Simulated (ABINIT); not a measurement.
# BAs (F-43m) in ABINIT: settings compared

The runs below take BAs through equation of state, band structure, with PBE+D2, rSCAN.

Everything below comes from runs of ABINIT 10.8.3 (patched build). Logs are shortened: lines on timing, memory, paths and dates and some standing lists are left out, and cuts for length are marked. The log counts tension as positive stress, the text compression.

**The experiment to reproduce.**

“Basic Physical Properties of Cubic Boron Arsenide”, 2019, arxiv:1911.11281 quotes, for a bulk crystal of BAs: bulk modulus 148 GPa.

How close the calculation comes is told below.

## 1. Starting point

The structure is cubic, space group F-43m (No. 216). Conventional cell: a = 4.777 Å, b = 4.777 Å, c = 4.777 Å, α = 90.00°, β = 90.00°, γ = 90.00°. As (site symmetry -43m) is surrounded by 4 B at 2.07 Å. Around B (site symmetry -43m) lie 4 As at 2.07 Å.

## 2. Equation of state, PBE+D2

File run.abi:

```
# Datasets: one volume each
ndtset 7
getwfk -1
scalecart1 3*0.9795861087
scalecart2 3*0.9864848297
scalecart3 3*0.9932883884
scalecart4 3*1.0000000000
scalecart5 3*1.0066227096
scalecart6 3*1.0131594038
scalecart7 3*1.0196128224

# Pseudopotentials
pp_dirpath "./"
pseudos "As.GGA_PBE-JTH.xml, B.GGA_PBE-JTH.xml"

# Structure
acell 3.3778490937 3.3778490937 3.3778490937 Angstrom
rprim
     0.0000000000     0.7071067812     0.7071067812
     0.7071067812     0.0000000000     0.7071067812
     0.7071067812     0.7071067812     0.0000000000
ntypat 2
znucl 33 5
natom 2
typat 1 2
xred
     0.7500000000     0.7500000000     0.7500000000
     0.0000000000     0.0000000000     0.0000000000

# Plane-wave basis
ecut 15.0
pawecutdg 30.0

# k points
kptopt 1
ngkpt 10 10 10
nshiftk 1
shiftk 0.0 0.0 0.0

# Exchange and correlation
ixc 11
vdw_xc 5

# Bands and occupations
nband 13
occopt 3
tsmear 0.05 eV

# SCF cycle
nstep 100
tolvrs 1.0e-9

# Output
iomode 3
prtwf 1
prtden 0
prteig 0
prtebands 0
enunit 2
```

Potentials or basis: JTH PAW PBE v2.0.

The run is started by

```bash
> abinit run.abi > log 2>&1
```

run.abo:

```text
.Version 10.8.3 of ABINIT
 DATASET    1 : space group F-4 3 m (#216); Bravais cF (face-center cubic)
================================================================================
 Values of the parameters that define the memory need for DATASET  1.
     intxc =       0    ionmov =       0      iscf =      17    lmnmax =      18
     lnmax =       6     mgfft =      24  mpssoang =       3    mqgrid =    3001
     natom =       2  nloc_mem =       2    nspden =       1   nspinor =       1
    nsppol =       1      nsym =      24    n1xccc =       1    ntypat =       2
    occopt =       3   xclevel =       2
       mpw =         495          nfft =       13824          nkpt =          47
 PAW method is used; the additional fine FFT grid is defined by:
   mgfftf=        32    nfftf =     32768
================================================================================
================================================================================
[... 71 lines left out ...]
 DATASET    7 : space group F-4 3 m (#216); Bravais cF (face-center cubic)
================================================================================
 Values of the parameters that define the memory need for DATASET  7.
     intxc =       0    ionmov =       0      iscf =      17    lmnmax =      18
     lnmax =       6     mgfft =      24  mpssoang =       3    mqgrid =    3001
     natom =       2  nloc_mem =       2    nspden =       1   nspinor =       1
    nsppol =       1      nsym =      24    n1xccc =       1    ntypat =       2
    occopt =       3   xclevel =       2
       mpw =         552          nfft =       13824          nkpt =          47
 PAW method is used; the additional fine FFT grid is defined by:
   mgfftf=        36    nfftf =     46656
================================================================================
================================================================================

--------------------------------------------------------------------------------
------------- Echo of variables that govern the present computation ------------
--------------------------------------------------------------------------------
 -outvars: echo values of preprocessed input variables --------
            acell      6.3832096817E+00  6.3832096817E+00  6.3832096817E+00 Bohr
              amu      7.49215900E+01  1.08110000E+01
             ecut      1.50000000E+01 Hartree
           enunit           2
           getwfk          -1
              ixc          11
           jdtset        1    2    3    4    5    6    7
         kptrlatt       10    0    0      0   10    0      0    0   10
          kptrlen1     6.25290353E+01
          kptrlen2     6.29693952E+01
          kptrlen3     6.34036806E+01
          kptrlen4     6.38320968E+01
          kptrlen5     6.42548383E+01
          kptrlen6     6.46720892E+01
          kptrlen7     6.50840244E+01
            natom           2
            nband          13
           ndtset           7
            ngfft          24      24      24
          ngfftdg1         32      32      32
          ngfftdg2         32      32      32
          ngfftdg3         32      32      32
          ngfftdg4         32      32      32
          ngfftdg5         32      32      32
          ngfftdg6         32      32      32
          ngfftdg7         36      36      36
             nkpt          47
            nstep         100
             nsym          24
           ntypat           2
           occopt           3
        pawecutdg      3.00000000E+01 Hartree
         pawxcdev           0
           prtden           0
        prtebands           0
           prteig           0
            rprim1     0.0000000000E+00  6.9267198023E-01  6.9267198023E-01
                       6.9267198023E-01  0.0000000000E+00  6.9267198023E-01
                       6.9267198023E-01  6.9267198023E-01  0.0000000000E+00
            rprim2     0.0000000000E+00  6.9755011263E-01  6.9755011263E-01
                       6.9755011263E-01  0.0000000000E+00  6.9755011263E-01
                       6.9755011263E-01  6.9755011263E-01  0.0000000000E+00
            rprim3     0.0000000000E+00  7.0236095512E-01  7.0236095512E-01
                       7.0236095512E-01  0.0000000000E+00  7.0236095512E-01
                       7.0236095512E-01  7.0236095512E-01  0.0000000000E+00
            rprim4     0.0000000000E+00  7.0710678120E-01  7.0710678120E-01
                       7.0710678120E-01  0.0000000000E+00  7.0710678120E-01
                       7.0710678120E-01  7.0710678120E-01  0.0000000000E+00
[... 26 lines left out ...]
                       0.0000000000E+00  0.0000000000E+00  0.0000000000E+00
           xangst7     3.6530178395E+00  3.6530178395E+00  3.6530178395E+00
                       0.0000000000E+00  0.0000000000E+00  0.0000000000E+00
            xcart1     6.6322057357E+00  6.6322057357E+00  6.6322057357E+00
                       0.0000000000E+00  0.0000000000E+00  0.0000000000E+00
            xcart2     6.6789129487E+00  6.6789129487E+00  6.6789129487E+00
                       0.0000000000E+00  0.0000000000E+00  0.0000000000E+00
            xcart3     6.7249758732E+00  6.7249758732E+00  6.7249758732E+00
                       0.0000000000E+00  0.0000000000E+00  0.0000000000E+00
            xcart4     6.7704162777E+00  6.7704162777E+00  6.7704162777E+00
                       0.0000000000E+00  0.0000000000E+00  0.0000000000E+00
            xcart5     6.8152547785E+00  6.8152547785E+00  6.8152547785E+00
                       0.0000000000E+00  0.0000000000E+00  0.0000000000E+00
            xcart6     6.8595109194E+00  6.8595109194E+00  6.8595109194E+00
                       0.0000000000E+00  0.0000000000E+00  0.0000000000E+00
            xcart7     6.9032032497E+00  6.9032032497E+00  6.9032032497E+00
                       0.0000000000E+00  0.0000000000E+00  0.0000000000E+00
             xred      7.5000000000E-01  7.5000000000E-01  7.5000000000E-01
                       0.0000000000E+00  0.0000000000E+00  0.0000000000E+00
            znucl       33.00000    5.00000

================================================================================

 chkinp: Checking input parameters for consistency, jdtset=   1.

 chkinp: Checking input parameters for consistency, jdtset=   2.
[... 35 lines left out ...]
 getcut: wavevector=  0.0000  0.0000  0.0000  ngfft=  24  24  24
         ecut(hartree)=     15.000   => boxcut(ratio)=   2.20150

 getcut : COMMENT -
  Note that boxcut > 2.2 ; recall that boxcut=Gcut(box)/Gcut(sphere) = 2
  is sufficient for exact treatment of convolution.
  Such a large boxcut is a waste : you could raise ecut
  e.g. ecut=   18.174764 Hartrees makes boxcut=2

 Fine grid specifications (used for densities):

 getcut: wavevector=  0.0000  0.0000  0.0000  ngfft=  32  32  32
         ecut(hartree)=     30.000   => boxcut(ratio)=   2.07559

--- Pseudopotential description ------------------------------------------------
- pspini: atom type   1  psp file is ./As.GGA_PBE-JTH.xml
 Pseudopotential format is: paw10
 basis_size (lnmax)=  6 (lmn_size= 18), orbitals=   0   0   1   1   2   2
 Spheres core radius: rc_sph= 2.10391912
 Shapefunction is BESSEL type: shapef(r,l)=aa(1,l)*jl(q(1,l)*r)+aa(2,l)*jl(q(2,l)*r)
 Radius for shape functions =  1.70360438
 Compensation charge density is not taken into account in XC energy/potential

- pspini: atom type   2  psp file is ./B.GGA_PBE-JTH.xml
 Pseudopotential format is: paw10
 basis_size (lnmax)=  4 (lmn_size=  8), orbitals=   0   0   1   1
 Spheres core radius: rc_sph= 1.70616958
 Shapefunction is SIN type: shapef(r)=[sin(pi*r/rshp)/(pi*r/rshp)]**2
 Radius for shape functions =  1.40269776
 Compensation charge density is not taken into account in XC energy/potential

   4.97343271E+02                                ecore*ucvol(ha*bohr**3)
--------------------------------------------------------------------------------

================================================================================

--- !BeginCycle
iteration_state: {dtset: 1, }
solver: {iscf: 17, nstep: 100, nline: 4, wfoptalg: 10, }
tolerances: {tolvrs: 1.00E-09, }
...
[... 1135 lines left out ...]
 getcut: wavevector=  0.0000  0.0000  0.0000  ngfft=  36  36  36
         ecut(hartree)=     30.000   => boxcut(ratio)=   2.24338

 getcut : COMMENT -
  Note that boxcut > 2.2 ; recall that boxcut=Gcut(box)/Gcut(sphere) = 2
  is sufficient for exact treatment of convolution.
  Such a large boxcut is a waste : you could raise ecut
  e.g. ecut=   37.745568 Hartrees makes boxcut=2

--------------------------------------------------------------------------------

-inwffil : will read wavefunctions from disk file runo_DS6_WFK.nc

================================================================================
[... 148 lines left out ...]
-Cartesian components of stress tensor (GPa)         [Pressure= -7.0399E+00 GPa]
- sigma(1 1)=  7.03990399E+00  sigma(3 2)=  0.00000000E+00
- sigma(2 2)=  7.03990399E+00  sigma(3 1)=  0.00000000E+00
- sigma(3 3)=  7.03990399E+00  sigma(2 1)=  0.00000000E+00

== END DATASET(S) ==============================================================
================================================================================

 -outvars: echo values of variables after computation  --------
            acell      6.3832096817E+00  6.3832096817E+00  6.3832096817E+00 Bohr
           etotal1    -1.1675416681E+02
           etotal2    -1.1675512130E+02
           etotal3    -1.1675566954E+02
           etotal4    -1.1675584676E+02
           etotal5    -1.1675568601E+02
           etotal6    -1.1675522290E+02
           etotal7    -1.1675447902E+02
            fcart1     3.8062071614E-30  3.8062071614E-30 -1.1418621484E-29
                      -3.8062071614E-30 -3.8062071614E-30  1.1418621484E-29
            fcart2     1.8897947287E-30 -3.7795894573E-30  1.8897947287E-30
                      -1.8897947287E-30  3.7795894573E-30 -1.8897947287E-30
            fcart3     2.8152757842E-30  2.8152757842E-30 -9.3842526140E-31
                      -2.8152757842E-30 -2.8152757842E-30  9.3842526140E-31
            fcart4    -1.8642538311E-30  3.2624442044E-30 -1.8642538311E-30
                       1.8642538311E-30 -3.2624442044E-30  1.8642538311E-30
            fcart5     3.2685930533E-47  9.2599432403E-31 -3.2685930533E-47
                      -3.2685930533E-47 -9.2599432403E-31  3.2685930533E-47
[... 38 lines left out ...]
                       0.0000000000E+00  0.0000000000E+00  0.0000000000E+00
           xangst1     3.5096121310E+00  3.5096121310E+00  3.5096121310E+00
                       0.0000000000E+00  0.0000000000E+00  0.0000000000E+00
           xangst2     3.5343285236E+00  3.5343285236E+00  3.5343285236E+00
                       0.0000000000E+00  0.0000000000E+00  0.0000000000E+00
           xangst3     3.5587039736E+00  3.5587039736E+00  3.5587039736E+00
                       0.0000000000E+00  0.0000000000E+00  0.0000000000E+00
           xangst4     3.5827500000E+00  3.5827500000E+00  3.5827500000E+00
                       0.0000000000E+00  0.0000000000E+00  0.0000000000E+00
           xangst5     3.6064775129E+00  3.6064775129E+00  3.6064775129E+00
                       0.0000000000E+00  0.0000000000E+00  0.0000000000E+00
           xangst6     3.6298968540E+00  3.6298968540E+00  3.6298968540E+00
                       0.0000000000E+00  0.0000000000E+00  0.0000000000E+00
           xangst7     3.6530178395E+00  3.6530178395E+00  3.6530178395E+00
                       0.0000000000E+00  0.0000000000E+00  0.0000000000E+00
             xred      7.5000000000E-01  7.5000000000E-01  7.5000000000E-01
                       0.0000000000E+00  0.0000000000E+00  0.0000000000E+00
 Calculation completed.
```

Run time: 55 s. Hardware: 1 thread of Arm Neoverse V2, shared host; peak memory 0.13 GiB.

Results:

| Item | Value |
| --- | --- |
| Equilibrium volume | 13.63 Å³/atom |
| Bulk modulus | 134 GPa |
| Pressure derivative of the bulk modulus | 3.8 |

Energy against volume, from the lowest point:
```tsv
volume (Å³/atom)	energy (meV/atom)
12.809	22.86
13.081	9.87
13.354	2.41
13.626	0.00
13.899	2.19
14.171	8.49
14.444	18.61
```

Caveat: pressures at fixed basis lie under the slope of the energies.

## 3. Band structure, rSCAN

File run.abi:

```
# Datasets: ground state, then fixed potential
ndtset 2

# Pseudopotentials
pp_dirpath "./"
pseudos "As.GGA_PBE-JTH.xml, B.GGA_PBE-JTH.xml"

# Structure
acell 3*1.0
rprim
     0.0000000000     4.5136108487     4.5136108487
     4.5136108487     0.0000000000     4.5136108487
     4.5136108487     4.5136108487     0.0000000000
ntypat 2
znucl 33 5
natom 2
typat 1 2
xred
     0.7500000000     0.7500000000     0.7500000000
     0.0000000000     0.0000000000     0.0000000000

# Plane-wave basis
ecut 18.0
pawecutdg 36.0

# Exchange and correlation
ixc -493494
usekden 1
pawxcdev 0

# Bands and occupations
occopt 3
tsmear 0.00183747

# SCF cycle
nstep 100

# Output
iomode 3
prtwf 0
prteig 0
prtebands 0
enunit 1
prtden1 1
prtkden1 1

# Dataset 1
kptopt1 1
ngkpt1 10 10 10
nshiftk1 1
shiftk1 0.0 0.0 0.0
nband1 13
tolvrs1 1.0e-7

# Dataset 2: bands along G-X-W-K-G-L-U-W-L-K
iscf2 -2
getden2 1
getkden2 1
nband2 17
nbdbuf2 2
tolwfr2 1.0e-12
kptopt2 -9
ndivsm2 5
prteig2 1
kptbounds2
     0.0000000000     0.0000000000     0.0000000000
     0.5000000000     0.0000000000     0.5000000000
     0.5000000000     0.2500000000     0.7500000000
     0.3750000000     0.3750000000     0.7500000000
     0.0000000000     0.0000000000     0.0000000000
     0.5000000000     0.5000000000     0.5000000000
     0.6250000000     0.2500000000     0.6250000000
     0.5000000000     0.2500000000     0.7500000000
     0.5000000000     0.5000000000     0.5000000000
     0.3750000000     0.3750000000     0.7500000000
```

Potentials or basis: JTH PAW PBE v2.0.

The run is started by

```bash
> abinit run.abi > log 2>&1
```

Run time: 1.8 min. Hardware: 1 thread of Arm Neoverse V2, shared host; peak memory 0.13 GiB.

It converged, with:

```
Free energy                                           : -3040.6743 eV
Pressure                                              : 0.2 GPa
Band gap on the k mesh                                : 1.39 eV, indirect (least direct gap 3.44 eV)
Band gap along the path                               : 1.39 eV, indirect (least direct gap 3.44 eV)
Valence electrons inside the program's atomic spheres : As 12.82; B 1.74
```

Levels at the corners of the path, in eV from the valence-band top:
| point | band 6 | band 7 | band 8 | band 9 | band 10 | band 11 | band 12 | band 13 |
| --- | --- | --- | --- | --- | --- | --- | --- | --- |
| Γ | -16.13 | 0.00 | 0.00 | 0.00 | 3.44 | 3.44 | 3.44 | 5.09 |
| X | -11.69 | -9.04 | -4.30 | -4.30 | 1.64 | 1.70 | 12.15 | 12.15 |
| W | -11.53 | -8.58 | -5.71 | -5.42 | 5.71 | 6.43 | 7.22 | 7.42 |
| K | -11.75 | -8.64 | -6.19 | -3.68 | 2.30 | 5.97 | 9.80 | 10.40 |
| Γ | -16.13 | 0.00 | 0.00 | 0.00 | 3.44 | 3.44 | 3.44 | 5.09 |
| L | -13.12 | -9.22 | -1.94 | -1.94 | 2.96 | 5.07 | 5.07 | 9.61 |
| U | -11.75 | -8.64 | -6.19 | -3.68 | 2.30 | 5.97 | 9.80 | 10.40 |
| W | -11.53 | -8.58 | -5.71 | -5.42 | 5.71 | 6.43 | 7.22 | 7.42 |
| L | -13.12 | -9.22 | -1.94 | -1.94 | 2.96 | 5.07 | 5.07 | 9.61 |
| K | -11.75 | -8.64 | -6.19 | -3.68 | 2.30 | 5.97 | 9.80 | 10.40 |

Caveat: totals of a meta-GGA on PAW files have another zero than those of a GGA; the PAW data sets were made with another functional, which shifts forces and pressure a little.

## 4. Comparison with measurements

Step 2. Against the measured bulk modulus of BAs, 148 GPa (quoted in “Basic Physical Properties of Cubic Boron Arsenide”, 2019, arxiv:1911.11281), the calculated 134 GPa is off by -9.2 %. The fit is for a static lattice scaled at fixed shape and fixed fractional positions.
